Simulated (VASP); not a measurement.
# LiCl (P6_3mc) in VASP: further runs, part 2 of 2

VASP 6.6.1. Earlier steps stand in the parts before.

### 3 Single point, LDA (strain +0.0300 x Voigt [1, 1, 0, 0, 0, 0], atoms carried along)

Input file INCAR:

```
SYSTEM = LiCl
  ALGO = Normal
  EDIFF = 1E-6
  ENCUT = 520
  ISIF = 2
  ISMEAR = 0
  LASPH = .TRUE.
  LCHARG = .TRUE.
  LELF = .TRUE.
  LREAL = .FALSE.
  LVHAR = .TRUE.
  LWAVE = .FALSE.
  NBANDS = 18
  NELM = 80
  PREC = Accurate
  SIGMA = 0.05
```

Input file KPOINTS:

```
k-points
0
G
  9 9 4
  0 0 0
```

Input file POSCAR:

```
LiCl
1.0
    4.0426286746      0.0000000000      0.0000000000
   -2.0213143373      3.5010191302      0.0000000000
    0.0000000000      0.0000000000      6.3571610000
Li Cl
2 2
Direct
    0.6666666667      0.3333333333      0.8760170000
    0.3333333333      0.6666666667      0.3760170000
    0.6666666667      0.3333333333      0.4989840000
    0.3333333333      0.6666666667      0.9989840000
```

Potentials or basis: VASP PAW LDA potentials, release 64 (Li_sv, Cl).

Launch:

```
$ cat potpaw_LDA.64/Li_sv/POTCAR potpaw_LDA.64/Cl/POTCAR > POTCAR
$ mpirun -np 1 vasp_std > vasp.out
```

OUTCAR:

```text
SYSTEM = LiCl
   EDIFF = 1E-6
   ENCUT = 520
   ISIF = 2
   ISMEAR = 0
   LASPH = .TRUE.
   LREAL = .FALSE.
   NELM = 80
   PREC = Accurate

 ion  position               nearest neighbor table
   1  0.667  0.333  0.876-   3 2.40   4 2.46   4 2.46   4 2.46
   2  0.333  0.667  0.376-   4 2.40   3 2.46   3 2.46   3 2.46
   3  0.667  0.333  0.499-   1 2.40   2 2.46   2 2.46   2 2.46
   4  0.333  0.667  0.999-   2 2.40   1 2.46   1 2.46   1 2.46

  LATTYP: Found a hexagonal cell.
 ALAT       =     4.0426286746
 C/A-ratio  =     1.5725315164

  Lattice vectors:

 A1 = (   4.0426286746,   0.0000000000,   0.0000000000)
 A2 = (  -2.0213143373,   3.5010191302,   0.0000000000)
 A3 = (   0.0000000000,   0.0000000000,   6.3571610000)

Analysis of symmetry for initial positions (statically):
=====================================================================
 Subroutine PRICEL returns:
 Original cell was already a primitive cell.

 Routine SETGRP: Setting up the symmetry group for a
 hexagonal supercell.

 Subroutine GETGRP returns: Found 12 space group operations
 (whereof  6 operations were pure point group operations)
 out of a pool of 24 trial point group operations.

The static configuration has the point symmetry C_3v.
 The point group associated with its full space group is C_6v.

Analysis of symmetry for dynamics (positions and initial velocities):
=====================================================================
 Subroutine PRICEL returns:
 Original cell was already a primitive cell.

 Routine SETGRP: Setting up the symmetry group for a
 hexagonal supercell.

 Subroutine GETGRP returns: Found 12 space group operations
 (whereof  6 operations were pure point group operations)
 out of a pool of 24 trial point group operations.

The dynamic configuration has the point symmetry C_3v.
 The point group associated with its full space group is C_6v.

 Subroutine INISYM returns: Found 12 space group operations
 (whereof  6 operations are pure point group operations),
 and found     1 'primitive' translations

----------------------------------------------------------------------------------------

                                     Primitive cell

  volume of cell :      89.9749

  direct lattice vectors                    reciprocal lattice vectors
     4.042628675  0.000000000  0.000000000     0.247363802  0.142815558  0.000000000
    -2.021314337  3.501019130  0.000000000     0.000000000  0.285631116  0.000000000
     0.000000000  0.000000000  6.357161000     0.000000000  0.000000000  0.157302922

  length of vectors
     4.042628675  4.042628675  6.357161000     0.285631116  0.285631116  0.157302922

  position of ions in fractional coordinates (direct lattice)
     0.666666667  0.333333333  0.876017000
     0.333333333  0.666666667  0.376017000
     0.666666667  0.333333333  0.498984000
     0.333333333  0.666666667  0.998984000

  ion indices of the primitive-cell ions
   primitive index   ion index
                 1           1
                 2           2
                 3           3
                 4           4

----------------------------------------------------------------------------------------
[... 27 lines left out ...]
  0.000000  0.000000  0.000000      1.000000
  0.111111  0.000000  0.000000      6.000000
  0.222222  0.000000  0.000000      6.000000
  0.333333  0.000000  0.000000      6.000000
  0.444444  0.000000  0.000000      6.000000
  0.111111  0.111111  0.000000      6.000000
[... 16 lines left out ...]
  0.333333  0.222222  0.250000     24.000000
  0.333333  0.333333  0.250000      4.000000
 [... further k-points ...]
   k-points           NKPTS =     36   k-points in BZ     NKDIM =     36   number of bands    NBANDS=     18
   number of dos      NEDOS =    301   number of ions     NIONS =      4
   total plane-waves  NPLWV =  43200
   dimension x,y,z NGX =    30 NGY =   30 NGZ =   48
   dimension x,y,z NGXF=    60 NGYF=   60 NGZF=   96
   ions per type =               2   2
   NGX,Y,Z   is equivalent  to a cutoff of  12.34, 12.34, 12.55 a.u.
   NGXF,Y,Z  is equivalent  to a cutoff of  24.67, 24.67, 25.10 a.u.
 SYSTEM =  LiCl
   PREC   = accura    normal or accurate (medium, high low for compatibility)
   ISTART =      0    job   : 0-new  1-cont  2-samecut
   ICHARG =      2    charge: 1-file 2-atom 10-const
   ISPIN  =      1    spin polarized calculation?
   LNONCOLLINEAR =      F non collinear calculations
   LSORBIT =      F    spin-orbit coupling
   LASPH  =      T    aspherical Exc in radial PAW
   ENCUT  =  520.0 eV  38.22 Ry    6.18 a.u.   7.52  7.52 11.82*2*pi/ulx,y,z
   NELM   =     80;   NELMIN=  2; NELMDL= -5     # of ELM steps
   EDIFF  = 0.1E-05   stopping-criterion for ELM
   LREAL  =      F    real-space projection
   EDIFFG = 0.1E-04   stopping-criterion for IOM
   NSW    =      0    number of steps for IOM
   IBRION =     -1    ionic relax: 0-MD 1-quasi-New 2-CG
   NFREE  =      0    steps in history (QN), initial steepest desc. (CG)
   ISIF   =      2    stress and relaxation
   ISYM   =      2    0-nonsym 1-usesym 2-fastsym
   POTIM  = 0.5000    time-step for ionic-motion
   TEBEG  =    0.0;   TEEND  =   0.0 temperature during run
   PSTRESS=    0.0 pullay stress
   NELECT =      20.0000    total number of electrons
   NUPDOWN=      -1.0000    fix difference up-down
   EMIN   =  10.00;   EMAX   =-10.00  energy-range for DOS
   EFERMI =   0.00;   METHOD = LEGACY
   ISMEAR =     0;   SIGMA  =   0.05  broadening in eV -4-tet -1-fermi 0-gaus
   EFERMI_NEDOS =   21; number of points for ismear=-14 and -15
   IALGO  =     38    algorithm
   IMIX   =      4    mixing-type and parameters
     AMIX     =   0.40;   BMIX     =  1.00
     AMIX_MAG =   1.60;   BMIX_MAG =  1.00
  volume/ion in A,a.u.               =      22.49       151.80
  Fermi-wavevector in a.u.,A,eV,Ry     =   0.991694  1.874030 13.380742  0.983457
  Thomas-Fermi vector in A             =   2.123453
   LORBIT       =      0    0 simple, 1 ext, 2 COOP (PROOUT), +10 PAW based schemes
   GGA     = CA    functional components
   LHFCALC =     F    Hartree Fock is set to
   AEXX    =    0.0000 exact exchange contribution
   IVDW    =     0    specifies the selected vdW correction
   LEPSILON=     F    determine dielectric tensor
   LRPA    =     F    only Hartree local field effects (RPA)
 non-spin polarized calculation
 Gauss-broadening in eV      SIGMA  =   0.05
  energy-cutoff  :      520.00
  volume of cell :       89.97
 maximum number of plane-waves:      2450
 NGX is ok and might be reduce to    30
   NGX = 15   NGY = 15   NGZ = 23

 number of electron      20.0000001 magnetization

 Free energy of the ion-electron system (eV)
  ---------------------------------------------------
  ext. energy  EPLUGINS =         0.00000000
  ---------------------------------------------------
  free energy    TOTEN  =       -15.86098723 eV

  energy without entropy =      -15.86098723  energy(sigma->0) =      -15.86098723

 E-fermi :  -1.5865     XC(G=0):  -7.8476

 val. band max:       -1.7851438641   @ k =   0.0000   0.0000   0.0000
 cond. band min:       3.5274009558   @ k =   0.0000   0.0000   0.0000
 fundamental gap:      5.3125448199
 Fermi energy:        -1.5865280116

 k-point     1 :       0.0000    0.0000    0.0000
  band No.  band energies     occupation
      1     -43.8756      2.00000
      2     -43.8744      2.00000
      3     -14.2866      2.00000
      4     -14.0127      2.00000
      5      -3.6932      2.00000
      6      -2.1654      2.00000
[... 481 lines left out ...]
      5      -3.3147      2.00000
      6      -3.0839      2.00000
[... 10 lines left out ...]
     17       9.8920      0.00000
     18      10.1800      0.00000

 [... further k-points ...]

------------------------ aborting loop because EDIFF is reached ----------------------------------------

  FORCE on cell =-STRESS in cart. coord.  units (eV):
  Direction    XX          YY          ZZ          XY          YZ          ZX
  --------------------------------------------------------------------------------------
  -------------------------------------------------------------------------------------
  Total       -2.1676570     -2.1676570     -1.8127765      0.0000000     -0.0000000      0.0000000
  in kB      -38.5993151    -38.5993151    -32.2799825      0.0000000     -0.0000000      0.0000000
  external PRESSURE =     -36.4928709 kB  Pullay stress =       0.0000000 kB

 VOLUME and BASIS-vectors are now :
 -----------------------------------------------------------------------------
  energy-cutoff  :      520.00
  volume of cell :       89.97
      direct lattice vectors                 reciprocal lattice vectors
     4.042628675  0.000000000  0.000000000     0.247363802  0.142815558  0.000000000
    -2.021314337  3.501019130  0.000000000     0.000000000  0.285631116  0.000000000
     0.000000000  0.000000000  6.357161000     0.000000000  0.000000000  0.157302922

 POSITION                                       TOTAL-FORCE (eV/Angst)
 -----------------------------------------------------------------------------------
      2.02131      1.16701      5.56898         0.000000     -0.000000      0.057994
     -0.00000      2.33401      2.39040        -0.000000      0.000000      0.057994
      2.02131      1.16701      3.17212        -0.000000      0.000000     -0.057994
     -0.00000      2.33401      6.35070         0.000000     -0.000000     -0.057994
 -----------------------------------------------------------------------------------
    total drift:                                0.000000      0.000000      0.000694

  FREE ENERGIE OF THE ION-ELECTRON SYSTEM (eV)
  ---------------------------------------------------
  free  energy   TOTEN  =       -15.8609872301 eV

  energy  without entropy=      -15.8609872300  energy(sigma->0) =      -15.86098723
```

Run time: 1.7 min. Hardware: 1 thread of AMD EPYC, shared host; peak memory 0.15 GiB.

What came out:

```
Free energy            : -15.8610 eV
Largest force          : 0.058 eV/Å
Band gap on the k mesh : 5.31 eV, direct
```

Forces in eV/Å, atoms in the order of the input:
```
Li   0.000  0.000  0.058
Li   0.000  0.000  0.058
Cl   0.000  0.000 -0.058
Cl   0.000  0.000 -0.058
```

Levels at points of the mesh, in eV from the valence-band top:
```tsv
k point	band 6	band 7	band 8	band 9	band 10	band 11	band 12	band 13	band 14	band 15
(0.00, 0.00, 0.00)	-0.38	-0.38	-0.06	-0.06	0.00	5.31	7.60	9.50	9.50	10.20
(0.00, 0.00, 0.50)	-1.06	-0.22	-0.22	-0.22	-0.22	6.59	6.59	9.72	9.72	9.72
```

Caveat: the cutoff is under 1.25 times the usual one of these potentials, so pressure, stress and relaxed cells hold a basis-set (Pulay) error; an odd mesh through Γ misses points on the zone boundary, where band edges often lie.

### 4 Single point, LDA (strain -0.0300 x Voigt [1, 1, 0, 0, 0, 0], atoms carried along)

Input file INCAR:

```
PREC = Accurate ; ENCUT = 520
EDIFF = 1E-7 ; ISMEAR = 0
SIGMA = 0.05 ; LREAL = False
LASPH = True ; NELM = 100
ALGO = Fast ; ISIF = 2
LWAVE = False ; LCHARG = False
GGA = CA ; NBANDS = 18
```

Input file KPOINTS:

```
regular mesh
0
Gamma
  9 9 4
```

POSCAR: that of step 3 with these lines changed.

```diff
@@ -2,4 +2,4 @@
 1.0
-    4.0426286746      0.0000000000      0.0000000000
-   -2.0213143373      3.5010191302      0.0000000000
+    3.8071357421      0.0000000000      0.0000000000
+   -1.9035678711      3.2970762683      0.0000000000
     0.0000000000      0.0000000000      6.3571610000
```

Launch:

```
$ cat potpaw_LDA.64/Li_sv/POTCAR potpaw_LDA.64/Cl/POTCAR > POTCAR
$ mpirun -np 1 vasp_std > vasp.out
```

Wall time 2.4 min (1 thread of AMD EPYC, shared host); peak memory 0.14 GiB.

It converged, with:

| Quantity | Value |
| --- | --- |
| Free energy | -16.0241 eV |
| Largest force | 0.060 eV/Å |
| Band gap on the k mesh | 5.72 eV, direct |

Forces in eV/Å, atoms in the order of the input:
```
Li   0.000  0.000 -0.060
Li   0.000  0.000 -0.060
Cl   0.000  0.000  0.060
Cl   0.000  0.000  0.060
```

Levels at points of the mesh, in eV from the valence-band top:
```csv
k point,band 8,band 9,band 10,band 11,band 12,band 13
"(0.00, 0.00, 0.00)",-0.05,0.00,0.00,5.72,8.05,9.88
"(0.00, 0.00, 0.50)",-0.16,-0.16,-0.16,7.08,7.08,9.90
```

Caveat: the cutoff is under 1.25 times the usual one of these potentials, so pressure, stress and relaxed cells hold a basis-set (Pulay) error; an odd mesh through Γ misses points on the zone boundary, where band edges often lie.

### 5 Overview

```csv
cell,gap on the mesh (eV),largest force (eV/Å)
"strain +0.0450 x Voigt [1, 1, 0, 0, 0, 0], atoms carried along",5.22,0.07
"strain +0.0300 x Voigt [1, 1, 0, 0, 0, 0], atoms carried along",5.31,0.06
"strain -0.0300 x Voigt [1, 1, 0, 0, 0, 0], atoms carried along",5.72,0.06
```

Alike in all rows: task single point; level LDA; potentials or basis VASP PAW LDA potentials, release 64 (Li_sv, Cl); no spin polarisation; k mesh 9 × 9 × 4; cutoff (eV) 520; smearing gaussian 0.05 eV.

Caveats: the cutoff is under 1.25 times the usual one of these potentials, so pressure, stress and relaxed cells hold a basis-set (Pulay) error; an odd mesh through Γ misses points on the zone boundary, where band edges often lie.

Total energies depend on the potentials used, so only differences within one code and one set of settings carry meaning.
